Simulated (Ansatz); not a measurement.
Crystal: In, bcc type, 1 atom in the cell.

Method: PBE, plane waves, PAW datasets (generated soft set 1) in Ansatz 0.2.0 development build.

Cutoff 420 eV; k-mesh 14×14×14 Γ-centred; Fermi–Dirac smearing of 0.0612 eV; no spin polarisation; no spin–orbit coupling.

(1) What equilibrium volume, lattice constant and bulk modulus does this give?

## Answers

(1) V₀ = 27.763 Å³/atom (a₀ = 3.815 Å), B₀ = 33.3 GPa, B₀′ = 5.26. The points behind the fit:

```
V (Å³/atom)   a (Å)  E − E(min) (meV/atom)  P (GPa)
     26.100  3.7373                  11.78     2.42
     26.656  3.7636                   5.00     1.51
     27.211  3.7896                   1.19     0.70
     27.766  3.8152                   0.00    -0.01
     28.322  3.8405                   1.12    -0.63
     28.877  3.8654                   4.29    -1.18
     29.432  3.8900                   9.25    -1.67
```

The published all-electron PBE values for this crystal (mean of FLEUR and WIEN2k, k-spacing 0.06 Å⁻¹; Bosoni et al., Nat. Rev. Phys. 6, 45 (2024)) are V₀ = 27.781 Å³/atom, B₀ = 34.2 GPa, B₀′ = 5.30. This run's mesh is coarser (spacing 0.17 Å⁻¹), so part of any difference comes from k-sampling.

The stress includes the program's correction for the finite plane-wave basis.

This cubic structure is a model: it isn't the usual form of the substance at ambient conditions, and such phases are metastable or hypothetical. The k-mesh is modest, so these values aren't fully converged in k.
